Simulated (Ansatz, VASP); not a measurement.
Two plane-wave programs on MgO

Contents of INCAR:

```
SYSTEM = MgO
PREC = Accurate ; ENCUT = 520
EDIFF = 1E-6 ; ISMEAR = 0
SIGMA = 0.05 ; LREAL = .FALSE.
LASPH = .TRUE. ; NELM = 60
ALGO = Normal ; ISIF = 2
LWAVE = .FALSE. ; LCHARG = .FALSE.
NBANDS = 16
```

Contents of KPOINTS:

```
regular mesh
0
G
  12 12 6
  0 0 0
```

File POSCAR:

```
MgO
1.0
    3.5846369696      0.0000000000      0.0000000000
   -1.7923184848      3.1043866790      0.0000000000
    0.0000000000      0.0000000000      3.9521304572
Mg O
2 2
Direct
    0.6666666667      0.3333333333      0.7500000000
    0.3333333333      0.6666666667      0.2500000000
    0.6666666667      0.3333333333      0.2500000000
    0.3333333333      0.6666666667      0.7500000000
```

Input for Ansatz:

```yaml
crystal:
  lattice:
    - [3.5846369696, 0.0, 0.0]
    - [-1.7923184848, 3.104386679, 0.0]
    - [0.0, 0.0, 3.9521304572]
  atoms:
    - { symbol: Mg, position: [0.6666666667, 0.3333333333, 0.75] }
    - { symbol: Mg, position: [0.3333333333, 0.6666666667, 0.25] }
    - { symbol: O, position: [0.6666666667, 0.3333333333, 0.25] }
    - { symbol: O, position: [0.3333333333, 0.6666666667, 0.75] }
basis:
  ecutwfc: 420
kpoints:
  mp_grid: { grid: [12, 12, 6] }
hamiltonian:
  xc: lda
scf:
  occupations: { method: gaussian, width: 0.05 }
output:
  forces: true
  stress: true
  eigenvalues: true
  write_density: true
  write_potential: true
  elf: true
  volumetric_format: npy
```

Alike in both runs: task single point; functional LDA; k mesh 12 × 12 × 6; occupations gaussian, width 0.05 eV; no spin polarisation.

```csv
,VASP,Ansatz
version,VASP 6.6.1,Ansatz 0.2.0
potentials or method,"VASP PAW LDA potentials, release 64 (Mg, O)","scalar-relativistic, plane waves, PAW"
plane-wave cutoff (eV),520,420
valence electrons in the cell,16,32
```

```csv
,VASP,Ansatz,Ansatz less VASP
gap on the k mesh at the Fermi level (eV),3.43,3.43,+0.004
least direct gap on the mesh (eV),3.43,3.43,+0.004
pressure (GPa),-3.1,-1.4,+1.73
largest component of the traceless stress (GPa),11.48,11.09,-0.391
```

The two sets of potentials don't hold the same shells in valence.

A k mesh can miss the band edges.
